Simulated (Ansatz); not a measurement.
# Ir(111) with 4 layers of random Ir-Au, 2x2: scattering by chemical disorder

How strongly does chemical disorder scatter in Ir(111) with 4 layers of random Ir-Au, 2x2?

Program: Ansatz 0.2.0. Level of theory: Ansatz plane-wave DFT, PBE, PAW files; ballistic transport by layer matching (Landauer), zero bias; PAW set soft_1. Results are calculated unless marked as measured.

### 1. Set-up

The cell holds 40 atoms: 32 Ir and 8 Au. Its edges and angles: a = 5.430 Å, b = 5.430 Å, c = 22.222 Å, α = 93.5°, β = 86.5°, γ = 120.0°. It derives from Ir. Regions: lead, 24 atoms (24 Ir); scattering region, 16 atoms (8 Au and 8 Ir). The structure is stacked along c, and the current runs across the ab planes.

### 2. With 4 alloy layers

In 4 layers a share of 0.5 of the sites is given to Au at random. The layers about the cell's end stay perfect and serve as the lead. Disorder leaves little or no symmetry, which makes such runs dear. Energies from -0.05 to 0.05 eV in steps of 0.05 eV are too few for the program's thermal sum, so it prints no conductance; for a metal the transmission near the Fermi level serves, at a fraction of the cost.

Contents of input.yaml:

```yaml
crystal:
  lattice:
    - [5.4297315514, 0.0, 0.0]
    - [-2.7148657757, 4.7022854592, 0.0]
    - [1.3574328878, -0.7837142432, 22.1667862353]
  atoms:
    - { symbol: Ir, position: [0.9916666667, 0.0083333333, 0.05] }
    - { symbol: Ir, position: [0.9916666667, 0.5083333333, 0.05] }
    - { symbol: Ir, position: [0.4916666667, 0.0083333333, 0.05] }
    - { symbol: Ir, position: [0.4916666667, 0.5083333333, 0.05] }
    - { symbol: Ir, position: [0.1416666667, 0.3583333333, 0.15] }
    - { symbol: Ir, position: [0.1416666667, 0.8583333333, 0.15] }
    - { symbol: Ir, position: [0.6416666667, 0.3583333333, 0.15] }
    - { symbol: Ir, position: [0.6416666667, 0.8583333333, 0.15] }
    - { symbol: Ir, position: [0.2916666667, 0.2083333333, 0.25] }
    - { symbol: Ir, position: [0.2916666667, 0.7083333333, 0.25] }
    - { symbol: Ir, position: [0.7916666667, 0.2083333333, 0.25] }
    - { symbol: Ir, position: [0.7916666667, 0.7083333333, 0.25] }
    - { symbol: Au, position: [0.9416666667, 0.0583333333, 0.35] }
    - { symbol: Ir, position: [0.9416666667, 0.5583333333, 0.35] }
    - { symbol: Ir, position: [0.4416666667, 0.0583333333, 0.35] }
    - { symbol: Ir, position: [0.4416666667, 0.5583333333, 0.35] }
    - { symbol: Au, position: [0.0916666667, 0.4083333333, 0.45] }
    - { symbol: Ir, position: [0.0916666667, 0.9083333333, 0.45] }
    - { symbol: Au, position: [0.5916666667, 0.4083333333, 0.45] }
    - { symbol: Au, position: [0.5916666667, 0.9083333333, 0.45] }
    - { symbol: Au, position: [0.2416666667, 0.2583333333, 0.55] }
    - { symbol: Ir, position: [0.2416666667, 0.7583333333, 0.55] }
    - { symbol: Ir, position: [0.7416666667, 0.2583333333, 0.55] }
    - { symbol: Ir, position: [0.7416666667, 0.7583333333, 0.55] }
    - { symbol: Au, position: [0.8916666667, 0.1083333333, 0.65] }
    - { symbol: Au, position: [0.8916666667, 0.6083333333, 0.65] }
    - { symbol: Ir, position: [0.3916666667, 0.1083333333, 0.65] }
    - { symbol: Au, position: [0.3916666667, 0.6083333333, 0.65] }
    - { symbol: Ir, position: [0.0416666667, 0.4583333333, 0.75] }
    - { symbol: Ir, position: [0.0416666667, 0.9583333333, 0.75] }
    - { symbol: Ir, position: [0.5416666667, 0.4583333333, 0.75] }
    - { symbol: Ir, position: [0.5416666667, 0.9583333333, 0.75] }
    - { symbol: Ir, position: [0.1916666667, 0.3083333333, 0.85] }
    - { symbol: Ir, position: [0.1916666667, 0.8083333333, 0.85] }
    - { symbol: Ir, position: [0.6916666667, 0.3083333333, 0.85] }
    - { symbol: Ir, position: [0.6916666667, 0.8083333333, 0.85] }
    - { symbol: Ir, position: [0.8416666667, 0.1583333333, 0.95] }
    - { symbol: Ir, position: [0.8416666667, 0.6583333333, 0.95] }
    - { symbol: Ir, position: [0.3416666667, 0.1583333333, 0.95] }
    - { symbol: Ir, position: [0.3416666667, 0.6583333333, 0.95] }
kpoints:
  mp_grid: { grid: [5, 5, 1] }
hamiltonian:
  xc: pbe
  pseudopotentials: { kind: paw, azcp: { folder: soft_1 } }
scf:
  occupations: { method: fermi_dirac, width: 0.1 }
output:
  transmission:
    leads: [[0, 4]]
    kmesh: [10, 10]
    e_range: [-0.05, 0.05]
    de: 0.05
  write_potential: true
  write_density: true
  volumetric_format: npy
```

On the command line:

```
> ansatz run input.yaml --threads 4 --pin off --max-ram 15360MiB --backend cpu --events-out ev --progress --plain --runs-dir out
```

Numbers of over 12 decimals in the logs are rounded to 6 here.

Output:

```text
Engine: ansatz 0.2.0, x86_64-unknown-linux-gnu
Pseudopotentials: kind: paw
Pseudopotential: Ir, paw, valence charge 17, recommended cutoff 420 eV (normal), soft_1/Ir.paw.azcp
Pseudopotential: Au, paw, valence charge 19, recommended cutoff 420 eV (normal), soft_1/Au.paw.azcp
Functional definition: PBE
  parameter kappa = 0.804
  parameter beta = 0.066725
  exchange = pbe_x(kappa = kappa, mu = beta*pi^2/3)
  correlation = pbe_c(beta = beta)
Crystal: 40 atoms, lattice volume = 565.966 Å³
Basis set: ecut = 420 eV, 11009 PW (Γ)
Bands: 418, of which v1, the nominal top of the filled ones, is band 348 counted from 1 (347 counted from 0)
Symmetry: 1 space group operations
Space group: P1 (ITA 1), of the structure as read, at distance tolerance 8.3e-5 Å
k-points: 13 of 25 (time reversal used)
Non-local potential: Ir, projectors of the file, l = 0: 3, l = 1: 2, l = 2: 2, l = 3: 1
Non-local potential: Au, projectors of the file, l = 0: 3, l = 1: 2, l = 2: 2, l = 3: 1
PAW form: soft (Blöchl's): semilocal exchange-correlation on the pseudo side does not see the compensation charge
PAW one-centre angular grid: Ir, 590 points (default); XC on 64 Gauss nodes
PAW one-centre angular grid: Au, 590 points (default); XC on 64 Gauss nodes
Initial density: superposition of atomic densities (chi_scale 0.1, normalization cell, long waves of neutral atoms (reshape's long-wave potential 9.96 eV rms, cloud 2.77 Å wide))
Initial wavefunctions: pseudopotential atomic-orbital guess
Functional: x = pbe(κ = 0.804, μ = 0.219515), c = pbe(β = 0.066725)
SCF iter   1: F=—  HF=-487269.440364 eV  |F-HF|=—  |Δ(HF+E_count)|=         —  Δρ=2.86e-1  dr2=6.22e3  ethr=3.10e-3  ⟨swp⟩=5.0  Hψ=17250  notcnv=0  defer=147
preconditioner: auto → Kerker (q_TF=auto, 2.824 Å⁻¹)  [metal: Δε(μ)=0.010 eV  Ē_g=8.085 eV  σ=0.100 eV  W_gap=0.03  n_scr=228 (ndim 8)  ℏωp=30.3 eV  f_vac=0.000  D(μ)=44.96/eV (n_scr^D=540)]
SCF iter   2: F=—  HF=-487210.559832 eV  |F-HF|=—  |Δ(HF+E_count)|=    5.89e1  Δρ=1.52e-1  dr2=2.09e3  ethr=3.10e-3  ⟨swp⟩=2.5  Hψ=10805  notcnv=0  defer=374
SCF iter   3: F=—  HF=-487182.750035 eV  |F-HF|=—  |Δ(HF+E_count)|=    2.78e1  Δρ=3.61e-2  dr2=9.08e1  ethr=3.10e-3  ⟨swp⟩=3.3  Hψ=10336  notcnv=0  defer=369
SCF iter   4: F=—  HF=-487179.136169 eV  |F-HF|=—  |Δ(HF+E_count)|=    3.61e0  Δρ=1.49e-2  dr2=4.49e1  ethr=3.10e-3  ⟨swp⟩=2.5  Hψ=6747  notcnv=0  defer=363
SCF iter   5: F=—  HF=-487178.525887 eV  |F-HF|=—  |Δ(HF+E_count)|=   6.10e-1  Δρ=9.24e-3  dr2=1.29e1  ethr=3.10e-3  ⟨swp⟩=1.2  Hψ=5634  notcnv=0  defer=365
SCF iter   6: F=—  HF=-487178.313938 eV  |F-HF|=—  |Δ(HF+E_count)|=   2.12e-1  Δρ=4.29e-3  dr2=2.26e0  ethr=1.85e-3  ⟨swp⟩=1.5  Hψ=5269  notcnv=0  defer=365
SCF iter   7: F=—  HF=-487178.264041 eV  |F-HF|=—  |Δ(HF+E_count)|=   4.99e-2  Δρ=1.35e-3  dr2=2.06e-1  ethr=3.24e-4  ⟨swp⟩=1.3  Hψ=5522  notcnv=0  defer=367
SCF iter   8: F=—  HF=-487178.259320 eV  |F-HF|=—  |Δ(HF+E_count)|=   4.72e-3  Δρ=2.03e-4  dr2=4.12e-3  ethr=2.96e-5  ⟨swp⟩=1.0  Hψ=5527  notcnv=0  defer=371
SCF iter   9: F=—  HF=-487178.259266 eV  |F-HF|=—  |Δ(HF+E_count)|=   5.39e-5  Δρ=8.65e-5  dr2=5.01e-4  ethr=5.91e-7  ⟨swp⟩=1.1  Hψ=5251  notcnv=0  defer=371
SCF iter  10: F=—  HF=-487178.259249 eV  |F-HF|=—  |Δ(HF+E_count)|=   1.75e-5  Δρ=2.39e-5  dr2=4.75e-5  ethr=7.19e-8  ⟨swp⟩=1.0  Hψ=5058  notcnv=0  defer=371
SCF iter  11: F=—  HF=-487178.259937 eV  |F-HF|=—  |Δ(HF+E_count)|=   6.88e-4  Δρ=4.50e-6  dr2=1.01e-6  ethr=6.82e-9  ⟨swp⟩=1.0  Hψ=5086  notcnv=0  defer=371
SCF iter  12: F=—  HF=-487178.259937 eV  |F-HF|=—  |Δ(HF+E_count)|=   2.29e-8  Δρ=1.59e-6  dr2=1.25e-7  ethr=1.44e-10  ⟨swp⟩=1.9  Hψ=5929  notcnv=0  defer=371
SCF iter  13: F=-487178.259937 eV  HF=-487178.259937 eV  |F-HF|=1.96e-8  |Δ(HF+E_count)|=   3.09e-9  Δρ=4.44e-7  dr2=2.01e-8  ethr=1.44e-11  ⟨swp⟩=9.2  Hψ=16996  notcnv=0
SCF 1 converged in 13 iterations: F = -487178.259937 eV  dr2 = 2.01e-8
  greatest PAW one-centre occupation: 1.000 electrons in one spin orbital (limit 2), on the Au atom at site 12 (counted from 0), in its partial waves of l = 0
transmission: 208 of 2080 steps passed
transmission: 416 of 2080 steps passed
[...]
transmission: 2080 of 2080 steps passed
SCF converged after 13 iterations
Free energy (F): -487178.259937 eV
Harris-Foulkes:  -487178.259937 eV  (|F-HF|=1.96e-8)
Internal energy: -487177.021565 eV  (E = F + TS)
E sigma→0 (E₀):  -487177.640751 eV
Entropy (-TS):   -1.238372 eV (-30.959 meV/atom)
Fermi energy:    25.830906 eV
--- Per-component energies (eV) ---
  E_band       = -3593.872390
  E_kinetic    = 21977.951296
  E_local      = -47936.857356  (includes V_loc(G=0)·N_el)
  E_nonlocal   = 6861.213306
  E_hartree    = 18997.726192
  E_xc         = -9123.437964
  E_vxc        = -10351.709924  (∫ρ·V_xc dr)
  E_paw        = -374337.132274  (= ΣΔE_a)
  E_vpaw       = -12139.940149  (= ΣTr[D̂ρ^β])
  E_aug_tail   = 0.023489  (compensation charges beyond the density's cutoff)
  E_ewald      = -103616.508255
  E_smearing   = -1.238372  (= −TS)
  E_closure    = -0.000000  (closes the sum)
  Σ components = -487178.259937   (vs F -487178.259937, Δ=0.00e0)
--- Band table (eV; the first three rows and the last of 13) ---
  k-point 0: bands = [... 344 lower, 26.2819, 26.4940, 26.5072, 26.5667, 26.5772, 26.5939, 26.7007, 26.7229, ... 66 higher]
  k-point 1: bands = [... 344 lower, 26.0435, 26.0577, 26.1131, 26.1233, 26.1399, 26.1572, 26.2344, 26.2469, ... 66 higher]
  k-point 2: bands = [... 344 lower, 25.2297, 25.3257, 25.3650, 25.4370, 25.5395, 25.6052, 25.6918, 25.7572, ... 66 higher]
  k-point 12: bands = [... 344 lower, 25.5814, 25.6814, 25.7105, 25.7624, 25.8295, 25.9168, 25.9568, 25.9811, ... 66 higher]
--- Transmission ---
  basis      : 223 plane waves across, 40 finite elements along
  points     : 52, standing for a mesh of 10 x 10
  energies   : 3 from -0.050000 to 0.050000 eV about the Fermi level, 0.050000 eV apart; the leads are filled to 0.000000 eV, and channels, transmission and decay are at 0.000000 eV
  crystal 0  : Ir4, at the sites [0, 4], period 2.2167 Å, over 13.30 Å; its Hamiltonian steps by up to 53.9 meV: too much for a lead, lay more layers or, if its atoms are ordered, name the step of that order
    offset         : up to 0.0000 Å between an atom of the period and one for which it stands
    channels       : 5.900000e0 a spin
    conductance    : none, the energies end too early or step too widely for 300 K: set another output.transmission.e_range or a lower de, or, where they end at an eighth of basis.ecutwfc, a higher one
  junction   : crystal 0 to crystal 0, 0.70 to 20.65 Å
    transmission   : 2.426167e0 a spin
    conductance    : none, the energies end too early or step too widely for 300 K: set another output.transmission.e_range or a lower de, or, where they end at an eighth of basis.ecutwfc, a higher one
```

Elapsed: 3.5 min, on 4 threads of Intel Xeon Platinum 8559C (Emerald Rapids), shared host; peak memory 5.3 GiB; 13 min of CPU time.

Reading the cycles: dr2 is the Hartree energy of the density residual (eV), the measure of convergence; HF is the Harris–Foulkes estimate of the energy, which meets the free energy F at convergence.

Numbers from this step:

- free energy: -487178.2599 eV
- energy at zero smearing: -487177.6408 eV
- Fermi energy: 25.83 eV
- cell area: 25.53 Å²
- transmission per spin nearest the Fermi level: 2.426
- open channels per spin nearest the Fermi level: 5.9
- step of the lead's potential: 53.9 meV

Per spin. Transmission, zone mean against energy, zero at the Fermi level:

```
energy (eV)  transmission, zone mean
    -0.0500                     2.48
     0.0000                     2.43
     0.0500                     2.41
```

Per spin. The open channels, zone mean, lead by energy, zero at the Fermi level:

```
energy (eV)  open channels, zone mean, lead
    -0.0500                             5.9
     0.0000                             5.9
     0.0500                            6.22
```

Transmission over k1 and k2. At 0.0000 eV from the Fermi level.

Ten even steps from '0' (1.41) to '9' (4.36):
```
2312243203
1022332100
1221213123
5442992435
6663999366
5534299244
1321312122
1001233220
2302342213
3311343113
```
Columns: k1 (b1) from -0.5 to 0.4; rows upwards: k2 (b2) from -0.5 to 0.4.

Open channels over k1 and k2. At 0.0000 eV from the Fermi level.

Ten even steps from '0' (5.00) to '9' (8.00):
```
3333333333
0333333033
0330003303
3330990333
3330999033
3333099033
0303300033
0330333333
3333333333
3300333003
```
Columns: k1 (b1) from -0.5 to 0.4; rows upwards: k2 (b2) from -0.5 to 0.4.

Over the solved energies the transmission per spin lies between 2.41 and 2.48, out of 6.01 channels of the lead on average (up to 6.22). The log calls the step of a lead's potential too much.

### 3. With 8 alloy layers

In 8 layers a share of 0.5 of the sites is given to Au at random. A fresh draw is used; the growth of the resistance with length is what counts.

System of this step: Ir(111) with 8 layers of random Ir-Au, 2x2. The cell holds 56 atoms: 40 Ir and 16 Au. Its edges and angles: a = 5.430 Å, b = 5.430 Å, c = 31.073 Å, α = 87.5°, β = 92.5°, γ = 120.0°. It derives from Ir. Regions: lead, 24 atoms (24 Ir); scattering region, 32 atoms (16 Ir and 16 Au). The structure is stacked along c, and the current runs across the ab planes.

Contents of input.yaml:

```yaml
crystal:
  lattice:
    - [5.4297315514, 0.0, 0.0]
    - [-2.7148657757, 4.7022854592, 0.0]
    - [-1.3574328878, 0.7837142432, 31.0335007294]
  atoms:
    - { symbol: Ir, position: [0.005952381, 0.994047619, 0.0357142857] }
    - { symbol: Ir, position: [0.005952381, 0.494047619, 0.0357142857] }
    - { symbol: Ir, position: [0.505952381, 0.994047619, 0.0357142857] }
    - { symbol: Ir, position: [0.505952381, 0.494047619, 0.0357142857] }
    - { symbol: Ir, position: [0.1845238095, 0.3154761905, 0.1071428571] }
    - { symbol: Ir, position: [0.1845238095, 0.8154761905, 0.1071428571] }
    - { symbol: Ir, position: [0.6845238095, 0.3154761905, 0.1071428571] }
    - { symbol: Ir, position: [0.6845238095, 0.8154761905, 0.1071428571] }
    - { symbol: Ir, position: [0.3630952381, 0.1369047619, 0.1785714286] }
    - { symbol: Ir, position: [0.3630952381, 0.6369047619, 0.1785714286] }
    - { symbol: Ir, position: [0.8630952381, 0.1369047619, 0.1785714286] }
    - { symbol: Ir, position: [0.8630952381, 0.6369047619, 0.1785714286] }
    - { symbol: Ir, position: [0.0416666667, 0.9583333333, 0.25] }
    - { symbol: Ir, position: [0.0416666667, 0.4583333333, 0.25] }
    - { symbol: Ir, position: [0.5416666667, 0.9583333333, 0.25] }
    - { symbol: Au, position: [0.5416666667, 0.4583333333, 0.25] }
    - { symbol: Au, position: [0.2202380952, 0.2797619048, 0.3214285714] }
    - { symbol: Ir, position: [0.2202380952, 0.7797619048, 0.3214285714] }
    - { symbol: Au, position: [0.7202380952, 0.2797619048, 0.3214285714] }
    - { symbol: Ir, position: [0.7202380952, 0.7797619048, 0.3214285714] }
    - { symbol: Au, position: [0.3988095238, 0.1011904762, 0.3928571429] }
    - { symbol: Au, position: [0.3988095238, 0.6011904762, 0.3928571429] }
    - { symbol: Ir, position: [0.8988095238, 0.1011904762, 0.3928571429] }
    - { symbol: Au, position: [0.8988095238, 0.6011904762, 0.3928571429] }
    - { symbol: Ir, position: [0.0773809524, 0.9226190476, 0.4642857143] }
    - { symbol: Ir, position: [0.0773809524, 0.4226190476, 0.4642857143] }
    - { symbol: Ir, position: [0.5773809524, 0.9226190476, 0.4642857143] }
    - { symbol: Au, position: [0.5773809524, 0.4226190476, 0.4642857143] }
    - { symbol: Au, position: [0.255952381, 0.244047619, 0.5357142857] }
    - { symbol: Au, position: [0.255952381, 0.744047619, 0.5357142857] }
    - { symbol: Au, position: [0.755952381, 0.244047619, 0.5357142857] }
    - { symbol: Au, position: [0.755952381, 0.744047619, 0.5357142857] }
    - { symbol: Ir, position: [0.4345238095, 0.0654761905, 0.6071428571] }
    - { symbol: Ir, position: [0.4345238095, 0.5654761905, 0.6071428571] }
    - { symbol: Au, position: [0.9345238095, 0.0654761905, 0.6071428571] }
    - { symbol: Au, position: [0.9345238095, 0.5654761905, 0.6071428571] }
    - { symbol: Au, position: [0.1130952381, 0.8869047619, 0.6785714286] }
    - { symbol: Ir, position: [0.1130952381, 0.3869047619, 0.6785714286] }
    - { symbol: Ir, position: [0.6130952381, 0.8869047619, 0.6785714286] }
    - { symbol: Ir, position: [0.6130952381, 0.3869047619, 0.6785714286] }
    - { symbol: Ir, position: [0.2916666667, 0.2083333333, 0.75] }
    - { symbol: Ir, position: [0.2916666667, 0.7083333333, 0.75] }
    - { symbol: Au, position: [0.7916666667, 0.2083333333, 0.75] }
    - { symbol: Au, position: [0.7916666667, 0.7083333333, 0.75] }
    - { symbol: Ir, position: [0.4702380952, 0.0297619048, 0.8214285714] }
    - { symbol: Ir, position: [0.4702380952, 0.5297619048, 0.8214285714] }
    - { symbol: Ir, position: [0.9702380952, 0.0297619048, 0.8214285714] }
    - { symbol: Ir, position: [0.9702380952, 0.5297619048, 0.8214285714] }
    - { symbol: Ir, position: [0.1488095238, 0.8511904762, 0.8928571429] }
    - { symbol: Ir, position: [0.1488095238, 0.3511904762, 0.8928571429] }
    - { symbol: Ir, position: [0.6488095238, 0.8511904762, 0.8928571429] }
    - { symbol: Ir, position: [0.6488095238, 0.3511904762, 0.8928571429] }
    - { symbol: Ir, position: [0.3273809524, 0.1726190476, 0.9642857143] }
    - { symbol: Ir, position: [0.3273809524, 0.6726190476, 0.9642857143] }
    - { symbol: Ir, position: [0.8273809524, 0.1726190476, 0.9642857143] }
    - { symbol: Ir, position: [0.8273809524, 0.6726190476, 0.9642857143] }
kpoints:
  mp_grid: { grid: [5, 5, 1] }
hamiltonian:
  xc: pbe
  pseudopotentials: { kind: paw, azcp: { folder: soft_1 } }
scf:
  occupations: { method: fermi_dirac, width: 0.1 }
output:
  transmission:
    leads: [[0, 4]]
    kmesh: [10, 10]
    e_range: [-0.05, 0.05]
    de: 0.05
  write_potential: true
  write_density: true
  volumetric_format: npy
```

Output:

```text
[...]
Crystal: 56 atoms, lattice volume = 792.352 Å³
Basis set: ecut = 420 eV, 15385 PW (Γ)
Bands: 591, of which v1, the nominal top of the filled ones, is band 492 counted from 1 (491 counted from 0)
Symmetry: 1 space group operations
[...]
k-points: 13 of 25 (time reversal used)
[...]
SCF iter   1: F=—  HF=-688017.002984 eV  |F-HF|=—  |Δ(HF+E_count)|=         —  Δρ=2.95e-1  dr2=1.49e4  ethr=3.10e-3  ⟨swp⟩=5.0  Hψ=24688  notcnv=0  defer=181
[...]
SCF iter  14: F=-687874.284010 eV  HF=-687874.284010 eV  |F-HF|=1.25e-8  |Δ(HF+E_count)|=   3.61e-9  Δρ=3.49e-7  dr2=1.26e-8  ethr=1.02e-11  ⟨swp⟩=9.8  Hψ=25521  notcnv=0
SCF 1 converged in 14 iterations: F = -687874.284010 eV  dr2 = 1.26e-8
[...]
transmission: 284 of 2808 steps passed
transmission: 564 of 2808 steps passed
[...]
transmission: 2808 of 2808 steps passed
SCF converged after 14 iterations
Free energy (F): -687874.284010 eV
[...]
Internal energy: -687872.627653 eV  (E = F + TS)
E sigma→0 (E₀):  -687873.455832 eV
Entropy (-TS):   -1.656357 eV (-29.578 meV/atom)
Fermi energy:    25.827953 eV
[...]
--- Band table (eV; the first three rows and the last of 13) ---
  k-point 0: bands = [... 488 lower, 26.3581, 26.3848, 26.4061, 26.4378, 26.4870, 26.5102, 26.5363, 26.5880, ... 95 higher]
  k-point 1: bands = [... 488 lower, 26.0496, 26.0623, 26.0733, 26.0907, 26.1301, 26.1403, 26.1483, 26.2011, ... 95 higher]
  k-point 2: bands = [... 488 lower, 25.3623, 25.4449, 25.4985, 25.5494, 25.5840, 25.6012, 25.6789, 25.7259, ... 95 higher]
  k-point 12: bands = [... 488 lower, 25.6588, 25.7035, 25.7277, 25.8092, 25.8423, 25.8866, 25.9037, 25.9358, ... 95 higher]
--- Transmission ---
  basis      : 223 plane waves across, 54 finite elements along
  points     : 52, standing for a mesh of 10 x 10
[...]
channels       : 5.780000e0 a spin
[...]
junction   : crystal 0 to crystal 0, 0.70 to 29.51 Å
    transmission   : 1.328683e0 a spin
[...]
```

The job ended after 6.9 min (4 threads; peak memory 9.1 GiB).

This step gave:

- free energy: -687874.2840 eV
- energy at zero smearing: -687873.4558 eV
- transmission per spin nearest the Fermi level: 1.329
- open channels per spin nearest the Fermi level: 5.78
- step of the lead's potential: 39 meV

Per spin. The transmission, zone mean by energy, zero at the Fermi level:

```
energy (eV)  transmission, zone mean
    -0.0500                     1.37
     0.0000                     1.33
     0.0500                     1.36
```

Over the solved energies the transmission per spin lies between 1.33 and 1.37, out of 5.96 channels of the lead on average (up to 6.2). The log calls the step of a lead's potential too much.

[end of part 1 of 2]

[Logs are printed without paths, hosts, clocks, repeated set-up lines and the standing remarks that a program may print on its own settings, such as how far it seeks lower states.]

[Hosts, paths, dates, database ids (printed as entryN), source tags and the programs' standing remarks are cut or masked in the printed files.]
